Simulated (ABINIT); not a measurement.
Nb:

```xyz
1
Lattice="-1.6640 1.6640 1.6640 1.6640 -1.6640 1.6640 1.6640 1.6640 -1.6640" Properties=species:S:1:pos:R:3 pbc="T T T"
Nb    0.0000    0.0000    0.0000
```

Base run:

| Quantity | Value |
| --- | --- |
| Program | ABINIT 10.8.3 (patched build) |
| Functional | AM05 |
| Potentials or basis | JTH PAW PBE v2.0 |
| Cutoff | 517 eV |
| k mesh | 11 × 11 × 11 |
| Occupations | fermi-dirac, width 0.05 eV |
| Spin | no spin polarisation |

Its results: band gap on the k mesh none (metal or under the smearing width); pressure -8.5 GPa.

Q: After a change of settings the same cell gave: band gap on the k mesh none (metal or under the smearing width); pressure -0.3 GPa. Which change was it?
A. functional from AM05 to SCAN
B. functional from AM05 to LDA
C. functional from AM05 to r2SCAN
D. functional from AM05 to revPBE

A: D.

revPBE binds less tightly than AM05, so the same cell stands under more pressure.

Caveats: the PAW data sets were made with another functional, which shifts forces and pressure a little.

Runs at the PBE level aren't shown here.
